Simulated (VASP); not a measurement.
# MgSe (Fm-3m) in VASP: settings compared, part 2 of 3

VASP 6.6.1. Earlier steps stand in the parts before.

## 3. Electric field gradients, PBEsol

INCAR

```
PREC = Accurate ; ENCUT = 520
EDIFF = 1E-8 ; ISMEAR = -1
SIGMA = 0.01 ; LREAL = F
LASPH = T ; NELM = 60
ALGO = Fast ; ISIF = 2
LWAVE = F ; LCHARG = F
GGA = PS ; LEFG = T
NBANDS = 11
```

KPOINTS

```
Automatic mesh
0
Gamma
  10 10 10
```

POSCAR

```
MgSe
1.0
    0.0000000000      2.7337235204      2.7337235204
    2.7337235204      0.0000000000      2.7337235204
    2.7337235204      2.7337235204      0.0000000000
Mg Se
1 1
Direct
    0.0000000000      0.0000000000      0.0000000000
    0.5000000000      0.5000000000      0.5000000000
```

Potentials or basis: VASP PAW PBE potentials, release 64 (Mg, Se).

Command:

```bash
> cat potpaw_PBE.64/Mg/POTCAR potpaw_PBE.64/Se/POTCAR > POTCAR
> mpirun -np 1 vasp_std > vasp.out
```

OUTCAR:

```text
PREC = Accurate
   ENCUT = 520
   EDIFF = 1E-8
   ISMEAR = -1
   LREAL = F
   LASPH = T
   NELM = 60
   ISIF = 2
   GGA = PS

 ion  position               nearest neighbor table
   1  0.000  0.000  0.000-   2 2.73   2 2.73   2 2.73   2 2.73   2 2.73   2 2.73
   2  0.500  0.500  0.500-   1 2.73   1 2.73   1 2.73   1 2.73   1 2.73   1 2.73

  LATTYP: Found a face centered cubic cell.
 ALAT       =     5.4674470408

  Lattice vectors:

 A1 = (   0.0000000000,   2.7337235204,   2.7337235204)
 A2 = (   2.7337235204,   0.0000000000,   2.7337235204)
 A3 = (   2.7337235204,   2.7337235204,   0.0000000000)

Analysis of symmetry for initial positions (statically):
=====================================================================
 Subroutine PRICEL returns:
 Original cell was already a primitive cell.

 Routine SETGRP: Setting up the symmetry group for a
 face centered cubic supercell.

 Subroutine GETGRP returns: Found 48 space group operations
 (whereof 48 operations were pure point group operations)
 out of a pool of 48 trial point group operations.

The static configuration has the point symmetry O_h .

Analysis of symmetry for dynamics (positions and initial velocities):
=====================================================================
 Subroutine PRICEL returns:
 Original cell was already a primitive cell.

 Routine SETGRP: Setting up the symmetry group for a
 face centered cubic supercell.

 Subroutine GETGRP returns: Found 48 space group operations
 (whereof 48 operations were pure point group operations)
 out of a pool of 48 trial point group operations.

The dynamic configuration has the point symmetry O_h .

 Subroutine INISYM returns: Found 48 space group operations
 (whereof 48 operations are pure point group operations),
 and found     1 'primitive' translations

----------------------------------------------------------------------------------------

                                     Primitive cell

  volume of cell :      40.8596

  direct lattice vectors                    reciprocal lattice vectors
     0.000000000  2.733723520  2.733723520    -0.182900720  0.182900720  0.182900720
     2.733723520  0.000000000  2.733723520     0.182900720 -0.182900720  0.182900720
     2.733723520  2.733723520  0.000000000     0.182900720  0.182900720 -0.182900720

  length of vectors
     3.866068878  3.866068878  3.866068878     0.316793340  0.316793340  0.316793340

  position of ions in fractional coordinates (direct lattice)
     0.000000000  0.000000000  0.000000000
     0.500000000  0.500000000  0.500000000

  ion indices of the primitive-cell ions
   primitive index   ion index
                 1           1
                 2           2

----------------------------------------------------------------------------------------

 KPOINTS: Automatic mesh

Automatic generation of k-mesh.
 Grid dimensions read from file:
 generate k-points for:   10   10   10

 Generating k-lattice:

  Cartesian coordinates                     Fractional coordinates (reciprocal lattice)
    -0.018290072  0.018290072  0.018290072     0.100000000  0.000000000  0.000000000
     0.018290072 -0.018290072  0.018290072     0.000000000  0.100000000  0.000000000
[... 75 lines left out ...]
   IALGO  =     68    algorithm
   IMIX   =      4    mixing-type and parameters
     AMIX     =   0.40;   BMIX     =  1.00
     AMIX_MAG =   1.60;   BMIX_MAG =  1.00
  volume/ion in A,a.u.               =      20.43       137.87
  Fermi-wavevector in a.u.,A,eV,Ry     =   0.950620  1.796411 12.295288  0.903678
  Thomas-Fermi vector in A             =   2.079014
   LORBIT       =      0    0 simple, 1 ext, 2 COOP (PROOUT), +10 PAW based schemes
   GGA     = PS    functional components
   LHFCALC =     F    Hartree Fock is set to
   AEXX    =    0.0000 exact exchange contribution
   IVDW    =     0    specifies the selected vdW correction
   LEPSILON=     F    determine dielectric tensor
   LRPA    =     F    only Hartree local field effects (RPA)
 non-spin polarized calculation
 RMM-DIIS sequential band-by-band and
  energy-cutoff  :      520.00
  volume of cell :       40.86
 maximum number of plane-waves:      1113
 NGX is ok and might be reduce to    30
   NGX = 15   NGY = 15   NGZ = 15

 number of electron       8.0000001 magnetization

 Free energy of the ion-electron system (eV)
  ---------------------------------------------------
  ext. energy  EPLUGINS =         0.00000000
  ---------------------------------------------------
  free energy    TOTEN  =        -8.10562832 eV

  energy without entropy =       -8.10562832  energy(sigma->0) =       -8.10562832

 E-fermi :   3.3408     XC(G=0):  -9.5835

 val. band max:        3.0672602291   @ k =   0.0000   0.0000   0.0000
 cond. band min:       4.8153457766   @ k =   0.5000   0.5000   0.0000
 fundamental gap:      1.7480855475
 Fermi energy:         3.3407854722

 k-point     1 :       0.0000    0.0000    0.0000
  band No.  band energies     occupation
      1      -9.8540      2.00000
      2       3.0673      2.00000
      3       3.0673      2.00000
      4       3.0673      2.00000
      5       5.5080      0.00000
      6      10.4032      0.00000
      7      10.4032      0.00000
      8      10.4032      0.00000
      9      12.9925      0.00000
     10      12.9925      0.00000
     11      13.8490      0.00000
[... 309 lines left out ...]
 k-point    24 :       0.4000    0.3000    0.0000
  band No.  band energies     occupation
      1      -8.7555      2.00000
      2      -0.6730      2.00000
      3       1.3303      2.00000
      4       1.6190      2.00000
      5       5.9950      0.00000
      6       7.7386      0.00000
      7      11.7764      0.00000
      8      12.8127      0.00000
      9      14.2203      0.00000
     10      15.8892      0.00000
     11      17.9336      0.00000

 [... further k-points ...]
[... 5 lines left out ...]
  --------------------------------------------------------------------------------------
  -------------------------------------------------------------------------------------
  Total       -0.1732216     -0.1732216     -0.1732216      0.0000000      0.0000000     -0.0000000
  in kB       -6.7923312     -6.7923312     -6.7923312      0.0000000      0.0000000     -0.0000000
  external PRESSURE =      -6.7923312 kB  Pullay stress =       0.0000000 kB

 VOLUME and BASIS-vectors are now :
 -----------------------------------------------------------------------------
  energy-cutoff  :      520.00
  volume of cell :       40.86
      direct lattice vectors                 reciprocal lattice vectors
     0.000000000  2.733723520  2.733723520    -0.182900720  0.182900720  0.182900720
     2.733723520  0.000000000  2.733723520     0.182900720 -0.182900720  0.182900720
     2.733723520  2.733723520  0.000000000     0.182900720  0.182900720 -0.182900720

 POSITION                                       TOTAL-FORCE (eV/Angst)
 -----------------------------------------------------------------------------------
      0.00000      0.00000      0.00000        -0.000000     -0.000000      0.000000
      2.73372      2.73372      2.73372         0.000000      0.000000      0.000000
 -----------------------------------------------------------------------------------
    total drift:                               -0.000000     -0.000000      0.000000

  FREE ENERGIE OF THE ION-ELECTRON SYSTEM (eV)
  ---------------------------------------------------
  free  energy   TOTEN  =        -8.1056283243 eV

  energy  without entropy=       -8.1056283243  energy(sigma->0) =       -8.10562832

 Electric field gradients (V/A^2)
---------------------------------------------------------------------
 ion       V_xx      V_yy      V_zz      V_xy      V_xz      V_yz
---------------------------------------------------------------------
   1       0.000    -0.000     0.000     0.000     0.000     0.000
   2       0.000    -0.000    -0.000    -0.000    -0.000    -0.000
---------------------------------------------------------------------

 Electric field gradients after diagonalization (V/A^2)
 (convention: |V_zz| > |V_xx| > |V_yy|)
----------------------------------------------------------------------
 ion       V_xx      V_yy      V_zz     asymmetry (V_yy - V_xx)/ V_zz
----------------------------------------------------------------------
   1      -0.000    -0.000     0.000       0.000
   2       0.000     0.000    -0.001       0.000
----------------------------------------------------------------------

           NMR quadrupolar parameters

 Cq : quadrupolar parameter    Cq=e*Q*V_zz/h
 eta: asymmetry parameters     (V_yy - V_xx)/ V_zz
 Q  : nuclear electric quadrupole moment in mb (millibarn)
----------------------------------------------------------------------
 ion       Cq(MHz)       eta       Q (mb)
----------------------------------------------------------------------
   1       0.000       0.000       1.000
   2      -0.000       0.000       1.000
----------------------------------------------------------------------
```

Run time: 40 s. Hardware: 1 thread of AMD EPYC 7R43 (Zen 3), shared host; peak memory 0.14 GiB.

What came out:

```yaml
Free_energy: -8.1056 eV
Pressure: -0.7 GPa
Band_gap_on_the_k_mesh: 1.75 eV, indirect (least direct gap 2.44 eV)
```

Electric field gradients, principal values (V/Å²):
```tsv
atom	Vxx	Vyy	Vzz
1 Mg	0.000	0.000	0.000
2 Se	0.000	0.000	-0.001
```

Caveat: the PAW data sets were made with another functional, which shifts forces and pressure a little. A k mesh can miss the band edges.

(Part 2 of 3 ends here.)
